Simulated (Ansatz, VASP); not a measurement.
## SiC: VASP beside Ansatz

INCAR

```
SYSTEM = SiC
PREC = Accurate ; ENCUT = 520
EDIFF = 1E-6 ; ISMEAR = 0
SIGMA = 0.05 ; LREAL = .False.
LASPH = .True. ; NELM = 80
ALGO = Normal ; ISIF = 2
LWAVE = .False. ; LCHARG = .False.
GGA = PE ; NBANDS = 11
```

KPOINTS

```
regular mesh
0
Gamma
  12 12 12
  0 0 0
```

The input POSCAR:

```
SiC
1.0
    0.0000000000      2.3356845231      2.3356845231
    2.3356845231      0.0000000000      2.3356845231
    2.2157860509      2.2157860509      0.1198984722
Si C
1 1
Direct
    0.0000000000      0.0000000000      0.0000000000
    0.7500000000      0.7500000000      0.7500000000
```

Input for Ansatz:

```yaml
crystal:
  lattice:
    - [0.0, 2.3356845231, 2.3356845231]
    - [2.3356845231, 0.0, 2.3356845231]
    - [2.2157860509, 2.2157860509, 0.1198984722]
  atoms:
    - { symbol: Si, position: [0.0, 0.0, 0.0] }
    - { symbol: C, position: [0.75, 0.75, 0.75] }
basis:
  ecutwfc: 520.0
kpoints:
  mp_grid: { grid: [12, 12, 12] }
hamiltonian:
  xc: pbe
  pseudopotentials: { kind: paw, azcp: { folder: soft_1 } }
scf:
  occupations: { method: gaussian, width: 0.05 }
output:
  forces: true
  stress: true
  eigenvalues: true
```

Alike in both runs: task single point; functional PBE; k mesh 12 × 12 × 12; occupations gaussian, width 0.05 eV; no spin polarisation.

|  | VASP | Ansatz |
| --- | --- | --- |
| version | VASP 6.6.1 | Ansatz 0.2.0 |
| potentials or method | VASP PAW PBE potentials, release 64 (Si, C) | scalar-relativistic, plane waves, PAW |
| plane-wave cutoff (eV) | 520 | 520 |
| valence electrons in the cell | 8 | 8 |

```tsv
	VASP	Ansatz	Ansatz less VASP
gap on the k mesh at the Fermi level (eV)	1.21	1.22	+0.006
least direct gap on the mesh (eV)	3.89	3.89	+0.006
pressure (GPa)	-17.6	-17.6	-0.02
largest component of the traceless stress (GPa)	10.92	10.88	-0.044
rms of the force components (eV/Å)	0.295	0.294	-0.0007
```

Atom by atom the forces differ by 0.001 eV/Å (rms over components). With one functional, cell and mesh, what is left measures potentials, basis and numerics.

Caveats: so large a pressure means that the cell lies far from this level's equilibrium, or that cutoff or potentials fall short (VASP). A k mesh can miss the band edges.
